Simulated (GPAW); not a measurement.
Crystal: AlN.

```
Al N
1.0
     0.00000    2.18399    2.18399
     2.18399    0.00000    2.18399
     2.18399    2.18399    0.00000
Al N
1 1
Direct
  0.00000 0.00000 0.00000
  0.25000 0.25000 0.25000
```

Measurements of this composition are mostly on another form, of space group No. 186.

Base run:

| Quantity | Value |
| --- | --- |
| Program | GPAW 26.7.0 |
| Functional | RPBE |
| Potentials or basis | the program's PAW data sets (release 1.2.1) made for this functional |
| Cutoff | 550 eV |
| Basis | pw |
| k mesh | 8 × 8 × 8 |
| Occupations | fermi-dirac, width 0.001 eV |
| Spin | no spin polarisation |

Its results: band gap on the k mesh 3.32 eV, indirect (least direct gap 4.16 eV); electronic dielectric tensor (diagonal) 4.33.

Question: The run is repeated on the same cell with these changes: functional from RPBE to GLLB-SC. What comes out?

Answer: Band gap on the k mesh, kohn-sham part alone 4.20 eV, indirect (least direct gap 4.60 eV); electronic dielectric tensor (diagonal) 3.79.

Caveats: the long-wavelength limit can be off by a per cent or two; a model potential gives levels but no total energy (some runs); response on these states lacks terms of the Hamiltonian (some runs).

A k mesh can miss the band edges.
